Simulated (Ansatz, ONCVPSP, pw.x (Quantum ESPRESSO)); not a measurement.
# pw.x on diamond Li: one setting changed

Potential: optimised norm-conserving Vanderbilt (ONCV), ONCVPSP 4.0.1, PBE; core none, reference 1s2 2s1; waves: 1s+2s: rc 1.25 bohr, ncon 3, nbas 8, qcut 9.5 1/bohr, 2 projectors; p scattering state at 0.24 Ha: rc 1.15 bohr, ncon 5, nbas 8, qcut 7 1/bohr, 2 projectors, debl 3.8 Ha; local part: polynomial inside 1.05 bohr (lpopt 3, dvloc0 0 Ha); core correction: none.

The reference run (k-mesh 8³, cutoffs 90/360 Ry, Fermi–Dirac 0.01 Ry, mixing_beta 0.4, conv_thr 1e-9, no spin) gives -0.02 GPa at 26.165 Å³/atom, where all-electron LAPW gives -0.02 GPa. This run, with its own iteration cap, changes degauss to 0.005.

```
&control
  calculation='scf', prefix='x', pseudo_dir='./', outdir='./tmp', tstress=.true., disk_io='none'
/
&system
  ibrav=0, nat=2, ntyp=1, ecutwfc=90, ecutrho=360, nbnd=10,
  occupations='smearing', smearing='fd', degauss=0.005
/
&electrons
  conv_thr=1e-09, mixing_beta=0.4, electron_maxstep=50
/
ATOMIC_SPECIES
Li 1.0 Li.UPF
CELL_PARAMETERS angstrom
  0.00000000 2.96874968 2.96874968
  2.96874968 0.00000000 2.96874968
  2.96874968 2.96874968 0.00000000
ATOMIC_POSITIONS crystal
Li 0.0000 0.0000 0.0000
Li 0.2500 0.2500 0.2500
K_POINTS automatic
8 8 8 0 0 0
```

```bash
pw.x < Li.scf.in > Li.scf.out
```

Question: How does the run end?

Answer: It converges in 6 iterations; the free energy moves by +9.3 meV/atom and the pressure by -0.03 GPa. In a metal, with Fermi–Dirac smearing, F lies below its zero-width value by a term in the square of the width.

```
Message from routine setup:
     using ibrav=0 with symmetry is DISCOURAGED, use correct ibrav instead
     lattice parameter (alat)  =       7.9339  a.u.
     unit-cell volume          =     353.1403 (a.u.)^3
     number of electrons       =         6.00
     number of Kohn-Sham states=           10
     kinetic-energy cutoff     =      90.0000  Ry
     charge density cutoff     =     360.0000  Ry
     scf convergence threshold =      1.0E-09
     Exchange-correlation= PBE
     number of k points=    29  Fermi-Dirac smearing, width (Ry)=  0.0050
     iteration #  1     ecut=    90.00 Ry     beta= 0.40
     total energy              =     -28.97685519 Ry
     estimated scf accuracy    <       0.00116672 Ry
     iteration #  2     ecut=    90.00 Ry     beta= 0.40
     total energy              =     -28.97669597 Ry
     estimated scf accuracy    <       0.00034568 Ry
     iteration #  3     ecut=    90.00 Ry     beta= 0.40
     total energy              =     -28.97671781 Ry
     estimated scf accuracy    <       0.00000134 Ry
     iteration #  4     ecut=    90.00 Ry     beta= 0.40
     total energy              =     -28.97671809 Ry
     estimated scf accuracy    <       0.00000007 Ry
     iteration #  5     ecut=    90.00 Ry     beta= 0.40
     total energy              =     -28.97671810 Ry
     estimated scf accuracy    <          9.3E-09 Ry
     iteration #  6     ecut=    90.00 Ry     beta= 0.40
     the Fermi energy is     0.3472 ev
!    total energy              =     -28.97671810 Ry
     estimated scf accuracy    <          4.6E-11 Ry
     smearing contrib. (-TS)   =      -0.00093568 Ry
     The total energy is F=E-TS. E is the sum of the following terms:
     one-electron contribution =     -21.76735294 Ry
     hartree contribution      =       8.18651977 Ry
     xc contribution           =      -6.75321801 Ry
     ewald contribution        =      -8.64173125 Ry
     convergence has been achieved in   6 iterations
          total   stress  (Ry/bohr**3)                   (kbar)     P=       -0.52
     Message from routine punch:
     Nothing written, as per user request (disk_io='none')
```

The run took about 9.1 s on one core of a shared host (Intel(R) Xeon(R) 6975P-C, 192 threads, 378 GiB, load 67).
